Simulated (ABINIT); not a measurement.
# SiC (Moissanite) (P6_3mc) in ABINIT: further runs

One crystal, SiC (Moissanite), is run at these levels: PBE, PBEsol; tasks: single point.

Program: ABINIT 10.8.3 (patched build). These are calculated values, not measurements. Logs are shortened: lines on timing, memory, paths and dates and some standing lists are left out, and cuts for length are marked. The log counts tension as positive stress, the text compression.

## Step 1: The structure

It takes space group P6_3mc (No. 186, hexagonal). The conventional cell has a = 3.076 Å, b = 3.076 Å, c = 5.048 Å, α = 90.00°, β = 90.00°, γ = 120.00°. Around Si (site symmetry 3m) lie 4 C at 1.87 to 1.94 Å. C (site symmetry 3m) has 4 Si at 1.87 to 1.94 Å as nearest neighbours.

## Step 2: Single point, PBE

File run.abi:

```
# Pseudopotentials
pp_dirpath "./"
pseudos "Si.GGA_PBE-JTH.xml, C.GGA_PBE-JTH.xml"

# Structure
acell 3*1.0 Angstrom
rprim
     3.0760000000     0.0000000000     0.0000000000
    -1.5380000000     2.6638941420     0.0000000000
     0.0000000000     0.0000000000     5.0480000000
ntypat 2
znucl 14 6
natom 4
typat 1 1 2 2
xred
     0.6666666667     0.3333333333     0.5000000000
     0.3333333333     0.6666666667     0.0000000000
     0.6666666667     0.3333333333     0.8850000000
     0.3333333333     0.6666666667     0.3850000000

# Plane-wave basis
ecut 20.0
pawecutdg 40.0

# k points
kptopt 1
ngkpt 8 8 4
nshiftk 1
shiftk 0.0 0.0 0.0

# Exchange and correlation
ixc 11

# Bands and occupations
nband 12
occopt 3
tsmear 0.00183747

# SCF cycle
nstep 100
tolvrs 1.0e-9

# Output
iomode 3
prtwf 0
prteig 0
prtebands 0
enunit 1
prtden 1
prtvha 1
prtvclmb 1
prtpot 1
```

Potentials or basis: JTH PAW PBE v2.0.

Launch:

```
abinit run.abi > log 2>&1
```

run.abo:

```text
.Version 10.8.3 of ABINIT
 Symmetries : space group P6_3 m c (#186); Bravais hP (primitive hexag.)
================================================================================
 Values of the parameters that define the memory need of the present run
     intxc =       0    ionmov =       0      iscf =      17    lmnmax =       8
     lnmax =       4     mgfft =      40  mpssoang =       2    mqgrid =    3001
     natom =       4  nloc_mem =       2    nspden =       1   nspinor =       1
    nsppol =       1      nsym =      12    n1xccc =       1    ntypat =       2
    occopt =       3   xclevel =       2
       mpw =        1203          nfft =       23040          nkpt =          30
 PAW method is used; the additional fine FFT grid is defined by:
   mgfftf=        60    nfftf =     77760
================================================================================
================================================================================

--------------------------------------------------------------------------------
------------- Echo of variables that govern the present computation ------------
--------------------------------------------------------------------------------
 -outvars: echo values of preprocessed input variables --------
            acell      1.8897261259E+00  1.8897261259E+00  1.8897261259E+00 Bohr
              amu      2.80855000E+01  1.20110000E+01
             ecut      2.00000000E+01 Hartree
           enunit           1
              ixc          11
         kptrlatt        8    0    0      0    8    0      0    0    4
          kptrlen      3.81573499E+01
            natom           4
            nband          12
            ngfft          24      24      40
          ngfftdg          36      36      60
             nkpt          30
            nstep         100
             nsym          12
           ntypat           2
           occopt           3
        pawecutdg      4.00000000E+01 Hartree
         pawxcdev           0
        prtebands           0
           prteig           0
           prtpot           1
         prtvclmb           1
           prtvha           1
            prtwf           0
            rprim      3.0760000000E+00  0.0000000000E+00  0.0000000000E+00
                      -1.5380000000E+00  2.6638941420E+00  0.0000000000E+00
                       0.0000000000E+00  0.0000000000E+00  5.0480000000E+00
          spgroup         186
           tolvrs      1.00000000E-09
           tsmear      1.83747000E-03 Hartree
            typat      1  1  2  2
           useylm           1
           xangst      1.5380000000E+00  8.8796471400E-01  2.5240000000E+00
                      -6.7522206019E-18  1.7759294280E+00  0.0000000000E+00
                       1.5380000000E+00  8.8796471400E-01  4.4674800000E+00
                      -6.7522206019E-18  1.7759294280E+00  1.9434800000E+00
            xcart      2.9063987816E+00  1.6780101189E+00  4.7696687418E+00
                      -1.2759847679E-17  3.3560202379E+00  0.0000000000E+00
                       2.9063987816E+00  1.6780101189E+00  8.4423136730E+00
                      -1.2759847679E-17  3.3560202379E+00  3.6726449312E+00
             xred      6.6666666667E-01  3.3333333333E-01  5.0000000000E-01
                       3.3333333333E-01  6.6666666667E-01  0.0000000000E+00
                       6.6666666667E-01  3.3333333333E-01  8.8500000000E-01
                       3.3333333333E-01  6.6666666667E-01  3.8500000000E-01
            znucl       14.00000    6.00000

================================================================================

 chkinp: Checking input parameters for consistency.

================================================================================
== DATASET  1 ==================================================================

--- !DatasetInfo
iteration_state: {dtset: 1, }
dimensions: {natom: 4, nkpt: 30, mband: 12, nsppol: 1, nspinor: 1, nspden: 1, mpw: 1203, }
cutoff_energies: {ecut:  20.0, pawecutdg:  40.0, }
electrons: {nelect:   1.60000000E+01, charge:   0.00000000E+00, occopt:   3.00000000E+00, tsmear:   1.83747000E-03, }
meta: {optdriver: 0, ionmov: 0, optcell: 0, iscf: 17, paral_kgb: 0, }
...

 Exchange-correlation functional for the present dataset will be:
  GGA: Perdew-Burke-Ernzerhof functional - ixc=11
  J.P.Perdew, K.Burke, M.Ernzerhof, PRL 77, 3865 (1996)

 Real(R)+Recip(G) space primitive vectors, cartesian coordinates (Bohr,Bohr^-1):
 R(1)=  5.8127976  0.0000000  0.0000000  G(1)=  0.1720342  0.0993240  0.0000000
 R(2)= -2.9063988  5.0340304  0.0000000  G(2)=  0.0000000  0.1986480  0.0000000
 R(3)=  0.0000000  0.0000000  9.5393375  G(3)=  0.0000000  0.0000000  0.1048291
 Unit cell volume ucvol=  2.7913818E+02 bohr^3
 Angles (23,13,12)=  9.00000000E+01  9.00000000E+01  1.20000000E+02 degrees

 Coarse grid specifications (used for wave-functions):

 getcut: wavevector=  0.0000  0.0000  0.0000  ngfft=  24  24  40
         ecut(hartree)=     20.000   => boxcut(ratio)=   2.05091
[... 78 lines left out ...]
- [  6.6667E-01,   3.3333E-01,   8.8500E-01,  C]
- [  3.3333E-01,   6.6667E-01,   3.8500E-01,  C]
cartesian_forces: # hartree/bohr
- [  3.47420308E-29,   6.01749624E-29,   1.43910017E-02, ]
- [ -1.96871508E-28,  -1.27036032E-28,   1.43910017E-02, ]
- [ -1.04226092E-28,  -7.35471763E-29,  -1.43910017E-02, ]
- [  2.66355569E-28,   1.40408246E-28,  -1.43910017E-02, ]
force_length_stats: {min:   1.43910017E-02, max:   1.43910017E-02, mean:   1.43910017E-02, }
...

 Integrated electronic density in atomic spheres:
 ------------------------------------------------
 Atom  Sphere_radius  Integrated_density
    1        1.90945          1.66657819
    2        1.90945          1.66657819
    3        1.50737          2.57349299
    4        1.50737          2.57349299

================================================================================

 ----iterations are completed or convergence reached----

 Mean square residual over all n,k,spin=   16.623E-08; max=  27.163E-06
 reduced coordinates (array xred) for    4 atoms
       0.666666666667      0.333333333333      0.500000000000
       0.333333333333      0.666666666667      0.000000000000
       0.666666666667      0.333333333333      0.885000000000
       0.333333333333      0.666666666667      0.385000000000
 rms dE/dt=  7.9261E-02; max dE/dt=  1.3620E-01; dE/dt below (all hartree)
    1      -0.000000000000     -0.000000000000     -0.138357938259
    2       0.000000000000      0.000000000000     -0.138357938259
    3       0.000000000000      0.000000000000      0.136203305885
    4      -0.000000000000      0.000000000000      0.136203305885

 cartesian coordinates (angstrom) at end:
    1      1.53800000000000     0.88796471400000     2.52400000000000
    2     -0.00000000000000     1.77592942800000     0.00000000000000
    3      1.53800000000000     0.88796471400000     4.46748000000000
    4     -0.00000000000000     1.77592942800000     1.94348000000000

 cartesian forces (hartree/bohr) at end:
    1      0.00000000000000     0.00000000000000     0.01439100171350
    2     -0.00000000000000    -0.00000000000000     0.01439100171350
    3     -0.00000000000000    -0.00000000000000    -0.01439100171350
    4      0.00000000000000     0.00000000000000    -0.01439100171350
 frms,max,avg= 8.3086487E-03 1.4391002E-02   0.000E+00  0.000E+00  1.129E-04 h/b

 cartesian forces (eV/Angstrom) at end:
    1      0.00000000000000     0.00000000000000     0.74001506166549
    2     -0.00000000000000    -0.00000000000000     0.74001506166549
    3     -0.00000000000000    -0.00000000000000    -0.74001506166549
    4      0.00000000000000     0.00000000000000    -0.74001506166549
 frms,max,avg= 4.2724790E-01 7.4001506E-01   0.000E+00  0.000E+00  5.807E-03 e/A
 length scales=  1.889726125908  1.889726125908  1.889726125908 bohr
              =  1.000000000000  1.000000000000  1.000000000000 angstroms
 Fermi (or HOMO) energy (eV) =   9.31196   Average Vxc (eV)= -11.43936
 Eigenvalues (   eV  ) for nkpt=  30  k points:
 kpt#   1, nband= 12, wtk=  0.00391, kpt=  0.0000  0.0000  0.0000 (reduced coord)
  -7.69901   -4.19858   -0.66323    6.48257    6.48257    7.77742    7.77742    8.05438
  12.66094   14.03459   14.53253   14.53253
 prteigrs : prtvol=0 or 1, do not print more k-points.

--- !EnergyTerms
iteration_state     : {dtset: 1, }
comment             : Components of total free energy in Hartree
kinetic             :  1.01606279417917E+01
hartree             :  2.38495390621394E+00
xc                  : -9.24886771448127E+00
Ewald energy        : -2.08945945883786E+01
psp_core            :  1.04396186987244E+00
local_psp           : -8.12495359557680E+00
PAW spherical_terms :  5.18301415226021E+00
internal            : -1.94958580282984E+01
'-kT*entropy'       : -1.28674438844490E-14
total_energy        : -1.94958580282984E+01
total_energy_eV     : -5.30509323004837E+02
...

--- !EnergyTermsDC
iteration_state     : {dtset: 1, }
comment             : '"Double-counting" decomposition of free energy'
band_energy         :  1.08223146566996E+00
Ewald energy        : -2.08945945883786E+01
psp_core            :  1.04396186987244E+00
xc_dc               : -3.54879448277435E+00
PAW spherical_terms :  2.82134290663932E+00
internal            : -1.94958528289712E+01
'-kT*entropy'       : -1.28674438844490E-14
total_energy_dc     : -1.94958528289712E+01
total_energy_dc_eV  : -5.30509181523937E+02
...

--- !EnergyTermsWithPAWCore
iteration_state     : {dtset: 1, }
comment             : 'Components of total free energy, including PAW core contributions'
Total energy        : -6.56308015539005E+02
Total energy DC     : -6.56308010339678E+02
Total energy (eV)   : -1.78590509071652E+04
Total energy DC (eV): -1.78590507656843E+04
...

 Cartesian components of stress tensor (hartree/bohr^3)
  sigma(1 1)= -1.61836315E-04  sigma(3 2)=  0.00000000E+00
  sigma(2 2)= -1.61836314E-04  sigma(3 1)=  0.00000000E+00
  sigma(3 3)= -8.56661223E-07  sigma(2 1)=  0.00000000E+00

-Cartesian components of stress tensor (GPa)         [Pressure=  3.1827E+00 GPa]
- sigma(1 1)= -4.76138876E+00  sigma(3 2)=  0.00000000E+00
- sigma(2 2)= -4.76138876E+00  sigma(3 1)=  0.00000000E+00
- sigma(3 3)= -2.52038434E-02  sigma(2 1)=  0.00000000E+00

== END DATASET(S) ==============================================================
================================================================================

 -outvars: echo values of variables after computation  --------
            acell      1.8897261259E+00  1.8897261259E+00  1.8897261259E+00 Bohr
           etotal     -1.9495852829E+01
            fcart      3.4742030758E-29  6.0174962433E-29  1.4391001714E-02
                      -1.9687150763E-28 -1.2703603180E-28  1.4391001714E-02
                      -1.0422609228E-28 -7.3547176307E-29 -1.4391001714E-02
                       2.6635556915E-28  1.4040824568E-28 -1.4391001714E-02
            rprim      3.0760000000E+00  0.0000000000E+00  0.0000000000E+00
                      -1.5380000000E+00  2.6638941420E+00  0.0000000000E+00
                       0.0000000000E+00  0.0000000000E+00  5.0480000000E+00
           strten     -1.6183631461E-04 -1.6183631450E-04 -8.5666122338E-07
                       0.0000000000E+00  0.0000000000E+00  0.0000000000E+00
           xangst      1.5380000000E+00  8.8796471400E-01  2.5240000000E+00
                      -6.7522206019E-18  1.7759294280E+00  0.0000000000E+00
                       1.5380000000E+00  8.8796471400E-01  4.4674800000E+00
                      -6.7522206019E-18  1.7759294280E+00  1.9434800000E+00
             xred      6.6666666667E-01  3.3333333333E-01  5.0000000000E-01
                       3.3333333333E-01  6.6666666667E-01  0.0000000000E+00
                       6.6666666667E-01  3.3333333333E-01  8.8500000000E-01
                       3.3333333333E-01  6.6666666667E-01  3.8500000000E-01
 Calculation completed.
```

Run time: 16 s. Hardware: 1 thread of Arm Neoverse V2, shared host; peak memory 0.11 GiB.

What came out:

* Free energy: -530.5092 eV
* Pressure: 3.2 GPa
* Largest force: 0.740 eV/Å
* Band gap on the k mesh: 2.59 eV, indirect (least direct gap 4.09 eV)
* Valence electrons inside the program's atomic spheres: Si 1.67; C 2.57

Forces in eV/Å, atoms in the order of the input:
```
Si   0.000  0.000  0.740
Si   0.000  0.000  0.740
C    0.000  0.000 -0.740
C    0.000  0.000 -0.740
```

Stress tensor (GPa, compression positive):
```
4.76 0.00 0.00
0.00 4.76 0.00
0.00 0.00 0.03
```

A k mesh can miss the band edges. Expect the measured gap to be larger: semilocal functionals such as PBE lack the derivative discontinuity.

(Continued in part 2 of 2.)
